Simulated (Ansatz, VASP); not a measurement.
# Te2Mo: VASP beside Ansatz

Wanted: the spread between two codes on one cell, functional and k mesh. The cell is taken from a series of runs on this material, whose earlier steps may have relaxed, scaled, displaced or heated it; both programs get it as it stands.

Method: plane waves, with VASP 6.6.1 beside it; single point at HSE06, in Ansatz 0.2.0.

## Step 1: The starting structure

The cell holds 3 atoms: 2 Te and 1 Mo. Cell: a = 3.444 Å, b = 3.444 Å, c = 30.500 Å, α = 90.0°, β = 90.0°, γ = 120.0°. It derives from Te2Mo. Vacuum lies along c.

## Step 2: VASP: single point, HSE06

With cell and atoms fixed, the geometry can't cause a difference; cores, projectors, grids and the points listed under the comparison can.

Lines of VASP's logs that name or quote its potential files are left out, and so is its time.

The run reads the wave functions of an earlier VASP run, which isn't shown here.

Input file INCAR:

```
SYSTEM = Te2Mo
PREC = Accurate
ENCUT = 400
EDIFF = 1E-06
NELM = 100
ISMEAR = 0
SIGMA = 0.01
LREAL = .FALSE.
ALGO = Normal
LHFCALC = .TRUE.
AEXX = 0.25
GGA = PE
HFSCREEN = 0.208
LASPH = .TRUE.
NBANDS = 19
PRECFOCK = Fast
LORBIT = 11
LWAVE = .FALSE.
LCHARG = .FALSE.
KPAR = 4
NCORE = 2
ISIF = 2
LDIPOL = .TRUE.
IDIPOL = 3
DIPOL = 0.5 0.5 0.5
LVHAR = .TRUE.
```

Input file POSCAR:

```
Te2Mo
1.0
    3.4442427173      0.0000000000      0.0000000000
   -1.7221213586      2.9828016900      0.0000000000
    0.0000000000      0.0000000000     30.5000000000
Te Mo
2 1
Direct
    0.3333333333      0.6666666667      0.4404695171
    0.3333333333      0.6666666667      0.5595304829
    0.6666666667      0.3333333333      0.5000000000
```

Input file KPOINTS:

```
Automatic mesh
0
Gamma
6 6 1
0 0 0
```

PAW data sets: Te and Mo_sv (PBE family, release 64).

On the command line:

```console
mpirun -np 8 vasp_std
```

Numbers of over 12 decimals in the logs are rounded to 6 here.

The log of the run:

```text
[banner, memory and clock lines left out]
running    8 mpi-ranks, on    1 nodes
 distrk:  each k-point on    2 cores,    4 groups
 distr:  one band on    2 cores,    1 groups

 POSCAR found type information on POSCAR TeMo
 POSCAR found :  2 types and       3 ions
 LDA part: xc-table for (Slater+PW92), standard interpolation
 found WAVECAR, reading the header
 POSCAR, INCAR and KPOINTS ok, starting setup
 FFT: planning ... GRIDC
 FFT: planning ... GRID_SOFT
 FFT: planning ... GRID
 reading WAVECAR
 the WAVECAR file was read successfully
 initial charge from wavefunction
 entering main loop
       N       E                     dE             d eps       ncg     rms          rms(c)
DAV:   1    -0.218054572239E+02   -0.21805E+02   -0.22515E+00   275   0.917E+00    0.164E+01
DAV:   2    -0.217870480740E+02    0.18409E-01   -0.19769E-01   278   0.317E+00    0.107E+01
DAV:   3    -0.217887130852E+02   -0.16650E-02   -0.10276E-02   281   0.694E-01    0.646E+00
DAV:   4    -0.217881592592E+02    0.55383E-03   -0.10347E-02   290   0.465E-01    0.389E+00
DAV:   5    -0.217879982323E+02    0.16103E-03   -0.19181E-03   298   0.317E-01    0.243E+00
DAV:   6    -0.217880689796E+02   -0.70747E-04   -0.33440E-04   332   0.873E-02    0.149E+00
DAV:   7    -0.217880446364E+02    0.24343E-04   -0.14249E-04   296   0.785E-02    0.886E-01
DAV:   8    -0.217880494582E+02   -0.48218E-05   -0.86764E-06   314   0.195E-02    0.539E-01
DAV:   9    -0.217880495660E+02   -0.10773E-06   -0.87726E-06   242   0.155E-02
   1 F= -.21788050E+02 E0= -.21788050E+02  d E =-.108484E-40
```

From OUTCAR (step 2):

```text
ion  position               nearest neighbor table
   1  0.333  0.667  0.440-   3 2.69   3 2.69   3 2.69   2 3.63
   2  0.333  0.667  0.560-   3 2.69   3 2.69   3 2.69   1 3.63
   3  0.667  0.333  0.500-   1 2.69   2 2.69   1 2.69   2 2.69   1 2.69   2 2.69

  LATTYP: Found a hexagonal cell.
 ALAT       =     3.4442427173
 C/A-ratio  =     8.8553573320

 Subroutine GETGRP returns: Found 12 space group operations
 (whereof 12 operations were pure point group operations)

The static configuration has the point symmetry D_3h.

 Found      7 irreducible k-points:

   k-points           NKPTS =      7   k-points in BZ     NKDIM =     36   number of bands    NBANDS=     19

   dimension x,y,z NGX =    24 NGY =   24 NGZ =  200
   dimension x,y,z NGXF=    48 NGYF=   48 NGZF=  400

   ENCUT  =  400.0 eV  29.40 Ry    5.42 a.u.   5.62  5.62 49.74*2*pi/ulx,y,z

   NELECT =      26.0000    total number of electrons

 k-points in reciprocal lattice and weights: Automatic mesh
   0.00000000  0.00000000  0.00000000       0.028
   0.16666667 -0.00000000  0.00000000       0.167
   0.33333333 -0.00000000  0.00000000       0.167
   0.50000000 -0.00000000  0.00000000       0.083
   0.16666667  0.16666667  0.00000000       0.167
   0.33333333  0.16666667  0.00000000       0.333
   0.33333333  0.33333333  0.00000000       0.056

  exchange ACFDT corr.  =         0.00000000  see jH, gK, PRB 81, 115126

 dipolmoment           0.000000      0.000000     -0.000000 electrons x Angstroem

 average (electrostatic) potential at core
       1 -92.1480       2 -92.1480       3 -77.8560

 E-fermi :  -1.9820

 k-point     1 :       0.0000    0.0000    0.0000
  band No.  band energies     occupation
    ...
      9      -3.9658      2.00000
     10      -3.9658      2.00000
     11      -2.9699      2.00000
     12      -2.9699      2.00000
     13      -2.8687      2.00000
     14       1.9788      0.00000
     15       1.9788      0.00000
     16       2.3253      0.00000
     17       2.3253      0.00000
     18       2.4840      0.00000
    ...

 k-point     2 :       0.1667   -0.0000    0.0000
  band No.  band energies     occupation
    ...
      9      -4.8790      2.00000
     10      -3.5660      2.00000
     11      -3.5105      2.00000
     12      -3.0958      2.00000
     13      -2.9129      2.00000
     14       0.5201      0.00000
     15       0.8433      0.00000
     16       1.4550      0.00000
     17       2.2606      0.00000
     18       2.9931      0.00000
    ...

 k-point     3 :       0.3333   -0.0000    0.0000
  band No.  band energies     occupation
    ...
      9      -6.1580      2.00000
     10      -4.3596      2.00000
     11      -3.9643      2.00000
     12      -3.3300      2.00000
     13      -2.6932      2.00000
     14      -0.0897      0.00000
     15       0.3645      0.00000
     16       1.2756      0.00000
     17       2.5041      0.00000
     18       4.1014      0.00000
    ...

  Total        1.3113891      1.3113891     -0.3248730      0.0000000      0.0000000     -0.0000000
  in kB        6.7053920      6.7053920     -1.6611401      0.0000000      0.0000000     -0.0000000
  external PRESSURE =       3.9165480 kB  Pullay stress =       0.0000000 kB

  energy-cutoff  :      400.00
  volume of cell :      313.34
      direct lattice vectors                 reciprocal lattice vectors
     3.444242717  0.000000000  0.000000000     0.290339585  0.167627637  0.000000000
    -1.722121359  2.982801690  0.000000000     0.000000000  0.335255275  0.000000000
     0.000000000  0.000000000 30.500000000     0.000000000  0.000000000  0.032786885

 POSITION                                       TOTAL-FORCE (eV/Angst)
 -----------------------------------------------------------------------------------
     -0.00000      1.98853     13.43432         0.000000      0.000000      0.071143
     -0.00000      1.98853     17.06568         0.000000      0.000000     -0.071143
      1.72212      0.99427     15.25000        -0.000000     -0.000000      0.000000
 -----------------------------------------------------------------------------------
    total drift:                               -0.000014      0.000007      0.000004

  FREE ENERGIE OF THE ION-ELECTRON SYSTEM (eV)
  ---------------------------------------------------
  free  energy   TOTEN  =       -21.7880495660 eV

  energy  without entropy=      -21.7880495660  energy(sigma->0) =      -21.78804957

 vacuum level on the upper side and lower side of the slab         3.065         3.065

 total charge
# of ion       s       p       d       tot
------------------------------------------
    1        1.348   2.134   0.070   3.551
    2        1.348   2.134   0.070   3.551
    3        2.257   6.167   3.981  12.404
--------------------------------------------------
tot          4.952  10.434   4.121  19.507

[... 3 further parts left out ...]
```

This run has no spin polarisation, so a moment on Mo, if there is one, isn't seen. The gap is read on the k-mesh alone, so it is an upper bound where the band edges lie off the mesh. The k-mesh is coarse for exact exchange; levels may shift by about 0.1 eV on a finer one. The PAW data sets were made with PBE, which is usual practice but a small mismatch for other functionals.

## Step 3: Ansatz: single point, HSE06

Ansatz runs on its default PAW (the set named soft_2) files.

The same cell, functional and mesh now go to Ansatz, which takes its cutoff from its data sets.

Input file input.yaml:

```yaml
crystal:
  lattice:
    - [3.4442427173, 0.0, 0.0]
    - [-1.7221213586, 2.98280169, 0.0]
    - [0.0, 0.0, 30.5]
  atoms:
    - { symbol: Te, position: [0.3333333333, 0.6666666667, 0.4404695171] }
    - { symbol: Mo, position: [0.6666666667, 0.3333333333, 0.5] }
    - { symbol: Te, position: [0.3333333333, 0.6666666667, 0.5595304829] }
  periodic: [true, true, false]
kpoints:
  mp_grid: { grid: [6, 6, 1] }
  band_path:
    path:
      - [0.0, 0.0, 0.0]
      - [0.5, 0.0, 0.0]
      - [0.3333333333, 0.3333333333, 0.0]
      - [0.1666666667, 0.1666666667, 0.0]
    npoints: 1
hamiltonian:
  xc: hse06
scf:
  occupations: { method: fixed }
  n_extra_bands: 5
output:
  eigenvalues: true
```

On the command line:

```console
ansatz run input.yaml --threads 32 --pin off --max-ram 129024MiB --backend cuda --devices 1 --max-vram 157GiB --events-out ev --progress --plain --runs-dir out
```

The log of the run:

```text
scf.n_extra_bands = 5 over 23 filled bands (N_el = 46.0): the run solves 28 bands
GPUs: using 1 of 1 available (devices: 1).
Engine: ansatz 0.2.0, aarch64-unknown-linux-gnu
Pseudopotentials: kind: paw
Pseudopotential: Te, paw, valence charge 16, recommended cutoff 420 eV (normal), Te.paw.azcp
Pseudopotential: Mo, paw, valence charge 14, recommended cutoff 420 eV (normal), Mo.paw.azcp
Functional definition: HSE06
  parameter a = 0.25
  parameter omega = 0.11/bohr
  exchange = pbe_x - a*pbe_x_sr(omega) + a*exact_x_sr(omega)
  correlation = pbe_c
davidson cushion auto → on  (no smearing: the cushion is to keep the highest requested band from converging to the state above it; pin scf.eigensolver.cushion to override)
device memory: the entry about to start is reckoned to put 6.2 GiB on a device that reports 182.5 GiB free (of which the cap on the GPU budget leaves the run 157.0 GiB)
GPU FFT provider: cuFFT
GPU libraries: cuBLAS 13.8.1, cuFFT 12.4.0, cuSOLVER 12.3.2
GPU matrix products: emulated (plane waves: as basis.precision tells), large ones in fixed point in workspaces of 1.00 GiB
Crystal: 3 atoms, lattice volume = 313.342 Å³
Basis set: ecut = 420 eV, 6089 PW (Γ)
Bands: 28, of which v1, the nominal top of the filled ones, is band 23 counted from 1 (22 counted from 0)
Symmetry: 12 space group operations
Space group: P-6m2 (ITA 187), of the structure as read, at distance tolerance 6.8e-5 Å
k-points: 7 of 36 (time reversal used)
Non-local potential: Te, projectors of the file, l = 0: 2, l = 1: 2, l = 2: 2, l = 3: 2
Non-local potential: Mo, projectors of the file, l = 0: 3, l = 1: 2, l = 2: 2, l = 3: 1
PAW form: soft (Blöchl's): semilocal exchange-correlation on the pseudo side does not see the compensation charge
PAW frozen core: Te, regenerated for the run's functional, and the local potential with it (the file was generated under x = pbe(κ = 0.804, μ = 0.219515), c = pbe(β = 0.066725))
PAW frozen core: Mo, regenerated for the run's functional, and the local potential with it (the file was generated under x = pbe(κ = 0.804, μ = 0.219515), c = pbe(β = 0.066725))
PAW one-centre angular grid: Te, 590 points (default); XC on 64 Gauss nodes
PAW one-centre angular grid: Mo, 590 points (default); XC on 64 Gauss nodes
Initial density: superposition of atomic densities (neutral atoms: chi_scale 0, normalization atom), corrected by the library's trained network
Initial wavefunctions: pseudopotential atomic-orbital guess
GPU buffer pool allocated for 124416 grid points (all kernels)
GPU transforms: local potential and band sums: pruned to the plane-wave sphere, on 24×24×216
Functional: x = pbe(κ = 0.804, μ = 0.219515), c = pbe(β = 0.066725), warm-up for x = pbe(κ = 0.804, μ = 0.219515) + 0.25 (exact − pbe) at short range (hse, ω = 0.207870 Å⁻¹), c = pbe(β = 0.066725); HSE06 as pw.x's `hse` composes it (authors' and Libxc's form: `xc: wpbeh`)
SCF iter   1: F=—  HF=-18916.632007 eV  |F-HF|=—  |Δ(HF+E_count)|=         —  Δρ=2.57e-3  dr2=9.33e-3  ethr=1.77e-3  ⟨swp⟩=11.7  Hψ=875  notcnv=0
preconditioner: auto → none  [insulator: Δε(μ)=1.291 eV  Ē_g=7.479 eV  n_scr=18 (ndim 8)  ℏωp=8.9 eV  f_vac=0.746]
SCF iter   2: F=—  HF=-18916.639443 eV  |F-HF|=—  |Δ(HF+E_count)|=   7.44e-3  Δρ=1.25e-3  dr2=4.49e-3  ethr=2.03e-5  ⟨swp⟩=6.0  Hψ=673  notcnv=0  defer=5
SCF iter   3: F=—  HF=-18916.646002 eV  |F-HF|=—  |Δ(HF+E_count)|=   6.56e-3  Δρ=1.94e-3  dr2=4.69e-2  ethr=9.77e-6  ⟨swp⟩=4.9  Hψ=579  notcnv=0  defer=1  recentre
iter 4 solved again at ethr=5.17e-7 eV; its pass at ethr=9.77e-6 eV (dr2=2.38e-4 eV) is discarded
SCF iter   4: F=—  HF=-18916.641212 eV  |F-HF|=—  |Δ(HF+E_count)|=   4.79e-3  Δρ=3.73e-4  dr2=2.44e-4  ethr=5.17e-7  ⟨swp⟩=3.6  Hψ=1000  notcnv=0  defer=2
SCF iter   5: F=-18916.641529 eV  HF=-18916.641517 eV  |F-HF|=1.26e-5  |Δ(HF+E_count)|=   3.05e-4  Δρ=7.39e-5  dr2=6.47e-6  ethr=5.17e-7  ⟨swp⟩=5.1  Hψ=520  notcnv=0  defer=4
SCF 1 stopped early in 5 iterations: F = -18916.641529 eV  dr2 = 6.47e-6
  greatest PAW one-centre occupation: 0.998 electrons in one spin orbital (limit 2), on the Mo atom at site 1 (counted from 0), in its partial waves of l = 0
device memory: the entry about to start is reckoned to put 6.7 GiB (of the 6.8 GiB reckoned in all, the device holds 0.1 GiB already) on a device that reports 182.4 GiB free (of which the cap on the GPU budget leaves the run 156.9 GiB)
GPU FFT provider: cuFFT
GPU libraries: cuBLAS 13.8.1, cuFFT 12.4.0, cuSOLVER 12.3.2
GPU matrix products: emulated (plane waves: as basis.precision tells), large ones in fixed point in workspaces of 1.00 GiB
Initial density: handed on by an earlier stage of this run
Initial wavefunctions: those handed on with the density
GPU buffer pool allocated for 124416 grid points (all kernels)
GPU transforms: local potential and band sums: pruned to the plane-wave sphere, on 24×24×216
Functional: x = pbe(κ = 0.804, μ = 0.219515) + 0.25 (exact − pbe) at short range (hse, ω = 0.207870 Å⁻¹), c = pbe(β = 0.066725); HSE06 as pw.x's `hse` composes it (authors' and Libxc's form: `xc: wpbeh`)
Exchange kernel: α = 0.2500, screened, ω = 0.2079 Å⁻¹, Wigner–Seitz truncation, v(0) = 1045.8726 eV·Å³, q-mesh 6×6×1, nearest image of the exchange supercell L = 20.67 Å, pair-density grid 18×18×135, without the augmentation charges, whose exchange is taken in its separable form by FFT convolution over the k-point mesh (sized by the pseudopotential files, 20×20×216 at the most), smooth part of the exact exchange by density-matrix convolution in up to 6.47 GiB of GPU memory as planned if the GPU has room (build and FFT work areas not counted)
Frozen-core exchange: fock
SCF iter   1: F=—  HF=-18927.561206 eV  |F-HF|=—  |Δ(HF+E_count)|=         —  Δρ=4.97e-3  dr2=1.75e-1  ethr=1.41e-7  ⟨swp⟩=12.6  Hψ=1192  notcnv=0
preconditioner: auto → none  [insulator: Δε(μ)=1.668 eV  Ē_g=8.626 eV  n_scr=18 (ndim 8)  ℏωp=8.9 eV  f_vac=0.744]
SCF iter   2: F=—  HF=-18927.659722 eV  |F-HF|=—  |Δ(HF+E_count)|=   9.85e-2  Δρ=8.84e-3  dr2=9.96e-1  ethr=1.41e-7  ⟨swp⟩=8.3  Hψ=1153  notcnv=0  recentre
SCF iter   3: F=—  HF=-18927.536441 eV  |F-HF|=—  |Δ(HF+E_count)|=   1.23e-1  Δρ=1.81e-3  dr2=1.68e-2  ethr=1.41e-7  ⟨swp⟩=8.0  Hψ=1124  notcnv=0  defer=1
SCF iter   4: F=—  HF=-18927.540367 eV  |F-HF|=—  |Δ(HF+E_count)|=   3.93e-3  Δρ=8.50e-4  dr2=3.09e-3  ethr=1.41e-7  ⟨swp⟩=5.6  Hψ=866  notcnv=0  defer=1
SCF iter   5: F=—  HF=-18927.539793 eV  |F-HF|=—  |Δ(HF+E_count)|=   5.73e-4  Δρ=2.75e-4  dr2=2.62e-4  ethr=1.41e-7  ⟨swp⟩=4.7  Hψ=644  notcnv=0
SCF iter   6: F=—  HF=-18927.540362 eV  |F-HF|=—  |Δ(HF+E_count)|=   5.68e-4  Δρ=2.83e-4  dr2=7.93e-4  ethr=1.41e-7  ⟨swp⟩=4.1  Hψ=617  notcnv=0
SCF iter   7: F=-18927.540256 eV  HF=-18927.540256 eV  |F-HF|=2.73e-7  |Δ(HF+E_count)|=   1.05e-4  Δρ=1.61e-5  dr2=1.05e-6  ethr=1.41e-7  ⟨swp⟩=4.0  Hψ=583  notcnv=0
SCF 2 stopped early in 7 iterations: F = -18927.540256 eV  dr2 = 1.05e-6
hybrid outer 1: dexx = +8.275e-3 eV, tail = 1.09e-4 eV
GPU FFT provider: cuFFT
GPU libraries: cuBLAS 13.8.1, cuFFT 12.4.0, cuSOLVER 12.3.2
GPU matrix products: emulated (plane waves: as basis.precision tells), large ones in fixed point in workspaces of 1.00 GiB
GPU buffer pool allocated for 124416 grid points (all kernels)
GPU transforms: local potential and band sums: pruned to the plane-wave sphere, on 24×24×216
Exchange kernel: α = 0.2500, screened, ω = 0.2079 Å⁻¹, Wigner–Seitz truncation, v(0) = 1045.8726 eV·Å³, q-mesh 6×6×1, nearest image of the exchange supercell L = 20.67 Å, pair-density grid 18×18×135, without the augmentation charges, whose exchange is taken in its separable form by FFT convolution over the k-point mesh (sized by the pseudopotential files, 20×20×216 at the most), smooth part of the exact exchange by density-matrix convolution in up to 6.47 GiB of GPU memory as planned if the GPU has room (build and FFT work areas not counted)
Frozen-core exchange: fock
SCF iter   1: F=—  HF=-18927.540370 eV  |F-HF|=—  |Δ(HF+E_count)|=         —  Δρ=2.14e-5  dr2=1.94e-6  ethr=1.18e-6  ⟨swp⟩=2.3  Hψ=436  notcnv=0
preconditioner: auto → none  [insulator: Δε(μ)=1.729 eV  Ē_g=8.578 eV  n_scr=18 (ndim 8)  ℏωp=8.9 eV  f_vac=0.745]
SCF iter   2: F=—  HF=-18927.540370 eV  |F-HF|=—  |Δ(HF+E_count)|=   2.55e-7  Δρ=1.07e-5  dr2=3.33e-7  ethr=3.98e-9  ⟨swp⟩=4.4  Hψ=692  notcnv=0  defer=1
iter 3 solved again at ethr=1.30e-11 eV; its pass at ethr=4.90e-10 eV (dr2=5.98e-9 eV) is discarded
SCF iter   3: F=-18927.540370 eV  HF=-18927.540370 eV  |F-HF|=3.61e-9  |Δ(HF+E_count)|=   6.01e-8  Δρ=1.72e-6  dr2=9.53e-8  ethr=1.30e-11  ⟨swp⟩=3.9  Hψ=1032  notcnv=0  defer=1
SCF 3 converged in 3 iterations: F = -18927.540370 eV  dr2 = 9.53e-8
hybrid outer 2: dexx = +5.624e-7 eV, tail = 2.05e-7 eV, Δε = 1.17e-3 eV (about 1.19e-4 eV left of the loop's levels)
device memory: the entry about to start is reckoned to put 1.1 GiB on a device that reports 182.4 GiB free (of which the cap on the GPU budget leaves the run 157.0 GiB)
NSCF: frozen V_eff on 4 k-points
hybrid SCF converged: 2 outer / 10 inner (+5 warm-up), last move |dexx| = 5.62e-7 eV, tail = 2.05e-7 eV
Stability not checked: this state was not tested for a lower state beside it, because the functional holds exact exchange (a hybrid, or Hartree-Fock), whose exchange loop this test does not read (fock_operator; see scf.lower_state_search)
Free energy (F): -18927.540371 eV
Frozen-core exchange: fock
Harris-Foulkes:  -18927.540371 eV  (|F-HF|=3.61e-9)
Internal energy: -18927.540371 eV  (E = F + TS)
E sigma→0 (E₀):  -18927.540371 eV
Fermi energy:    -5.139193 eV
--- Per-component energies (eV) ---
  E_band       = -1458.883905
  E_kinetic    = 804.685297
  E_local      = -110909.283752  (includes V_loc(G=0)·N_el)
  E_nonlocal   = -480.803463
  E_hartree    = 55282.706606
  E_xc         = -348.622786
  E_vxc        = -351.196885  (∫ρ·V_xc dr)
  E_exx        = -132.588757  (= α·E_x^exact, valence–valence)
  E_paw        = -12489.899160  (= ΣΔE_a)
  E_vpaw       = -822.530221  (= ΣTr[D̂ρ^β])
  E_aug_tail   = -0.000318  (compensation charges beyond the density's cutoff)
  E_ewald      = 49347.066624
  E_core_change = -0.800663  (= ΣΔE_core)
  E_smearing   = -0.000000  (= −TS)
  E_closure    = -0.000000  (closes the sum)
  Σ components = -18927.540371   (vs F -18927.540371, Δ=7.28e-12)
--- Band table (eV; the first three rows and the last of 7) ---
[... rows of the band table ...]
  the weakly bound empty levels are not read free of the cell's end (exact_exchange)
```

In the SCF lines HF is the Harris–Foulkes energy and dr2 the Hartree energy of the density residual, in eV; the loop may stop once dr2 is under the threshold and the program's other checks hold. Hψ counts applications of the Hamiltonian.

## Step 4: Differences

Known differences besides the potentials themselves: exact exchange at q = 0 is treated differently, which shows on coarse meshes; VASP keeps PBE cores, Ansatz makes them for the functional; fixed occupations in Ansatz, narrow Gaussian smearing in VASP; Ansatz cuts the interaction across the vacuum, VASP repeats the sheet with a dipole correction; the data sets hold 46 valence electrons in Ansatz (on its default PAW (the set named soft_2) files) and 26 in VASP; the cutoff is 420 eV in Ansatz and 400 eV in VASP; VASP takes a coarser grid for exact exchange (PRECFOCK = Fast). Total energies have different zeros and are not compared.

The two programs side by side:

```csv
quantity,Ansatz,VASP,difference
gap on the k mesh (eV),1.729,1.721,+0.009
```

A gap on the mesh is an upper bound, since the band edges may lie between its points. With vacuum in the cell, a pressure given here is an average over mostly empty space and none of the material.

## Step 5: Summary of results

| Property | Result |
| --- | --- |
| difference in gap on the k mesh (single point, HSE06) | 0.0087 eV |

**Reading.** The difference in gap on the k mesh is 0.0087 eV (single point, HSE06), within the 0.08 eV picked in this series as the mark of a large difference. The data sets hold unlike numbers of valence electrons (46 in Ansatz and 26 in VASP), so part of the differences comes from the potentials. Such differences can come from data sets, numerical settings and the points named under the comparisons, not from the functional's error against experiment.

[Lines on the potential files, build, host, timing and source positions are cut from VASP's logs without a mark.]

[Logs are printed without paths, hosts, clocks, repeated set-up lines and the standing remarks that a program may print on its own settings, such as how far it seeks lower states.]

[Hosts, paths, dates, database ids (printed as entryN), source tags and the programs' standing remarks are cut or masked in the printed files.]
